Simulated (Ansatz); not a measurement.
Crystal: TiTe2.

```
Te Ti
1.0
     3.77700    0.00000    0.00000
    -1.88850    3.27098    0.00000
     0.00000    0.00000    6.49800
Te Ti
2 1
Direct
  0.33333 0.66667 0.73720
  0.66667 0.33333 0.26280
  0.00000 0.00000 0.00000
```

Base run:

* Program: Ansatz 0.2.0
* Functional: PBE
* Potentials or basis: Ansatz PAW
* Cutoff: 420 eV (not typed: the program's choice for these potentials)
* k mesh: 8 × 8 × 4
* Occupations: fermi-dirac, width 0.05 eV
* Spin: no spin polarisation

Its results: band gap on the k mesh none (metal or under the smearing width); pressure 0.9 GPa; largest force 0.012 eV/Å.

Question: The run is repeated on the same cell with these changes: functional from PBE to HSEsol; k mesh from 8 × 8 × 4 to 4 × 4 × 2. What comes out?

Answer: Band gap on the k mesh none (metal or under the smearing width); pressure -2.7 GPa; largest force 0.377 eV/Å.

Several settings changed at once, so the effect can't be laid on one alone.

Caveats: some runs use coarse meshes; spin-orbit coupling is left out, which moves the levels of the heavy elements; this functional lacks dispersion, which binds the layers, so the pressure and a relaxed spacing across them are unreliable (some runs); the PAW data sets come from PBE, with cores solved anew for the run's functional, which leaves a small shift of forces and pressure (some runs); the thresholds are loose for stress (some runs).
